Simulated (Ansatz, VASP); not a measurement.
SrTiO3 in VASP and in Ansatz

```
CELL_PARAMETERS angstrom
3.93642 0.00000 0.00000
0.00000 3.93642 0.00000
0.00000 0.00000 3.93642
ATOMIC_POSITIONS crystal
Sr 0.00000 0.00000 0.00000
Ti 0.50000 0.50000 0.50000
O 0.50000 0.00000 0.50000
O 0.50000 0.50000 0.00000
O 0.00000 0.50000 0.50000
```

Alike in both runs: functional PBE; k mesh 8 × 8 × 8; occupations gaussian, width 0.02 eV; no spin polarisation.

Ansatz relaxed the structure, and its values are those at the end. VASP's run is a single point on that final structure, the one shown.

|  | VASP | Ansatz |
| --- | --- | --- |
| version | VASP 6.6.1 | Ansatz 0.2.0 |
| potentials or method | VASP PAW PBE potentials, release 64 (Sr_sv, Ti_sv, O) | scalar-relativistic, plane waves, PAW |
| plane-wave cutoff (eV) | 520 | 420 |
| valence electrons in the cell | 40 | 40 |

VASP gave:

| Quantity | Value |
| --- | --- |
| gap on the k mesh at the Fermi level (eV) | 1.81 |
| least direct gap on the mesh (eV) | 2.18 |
| pressure (GPa) | 0.6 |

Which values does Ansatz return?

gap on the k mesh at the Fermi level (eV): 1.84; least direct gap on the mesh (eV): 2.20; pressure (GPa): 0.0.

A k mesh can miss the band edges. A hybrid or GW would open this gap; PBE tends to underestimate it.
